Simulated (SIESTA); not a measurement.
## InAs in SIESTA: the effect of strain zz

Crystal: InAs.

```
In As
1.0
     0.00000    3.01800    2.89728
     3.01800    0.00000    2.89728
     3.01800    3.01800    0.00000
In As
1 1
Direct
  0.00000 0.00000 0.00000
  0.75000 0.75000 0.75000
```

The cell isn't the ideal one: cell strained along z.

Alike in all runs:

```yaml
Program: SIESTA 5.4.2
Task: band structure
Functional: PBE
Potentials_or_basis: PseudoDojo 0.4 standard (PBE files)
Basis: DZP (energy shift 0.003 Ry; two zetas on semicore shells)
Grid_cutoff: 500 Ry
Energy_shift: 0.003 Ry
k_mesh: 8 × 8 × 8
Occupations: fermi-dirac, width 0.05 eV
Spin: no spin polarisation
```

```csv
strain zz,pressure (GPa)
-0.04,7.5
-0.02,5.9
-0.01,5.1
0,4.4
0.01,3.8
0.02,3.1
0.04,?
```

Task: What does the run with strain zz 0.04 give?

Result: Pressure 1.9 GPa.

Worked out: A parabola through the other rows of the pressure, of slope -52.8 GPa per unit of strain zz there, extrapolates to 2.0 GPa, against the run's 1.9.

Caveats: the basis of atomic orbitals isn't converged, which shifts pressures, moduli and gaps.
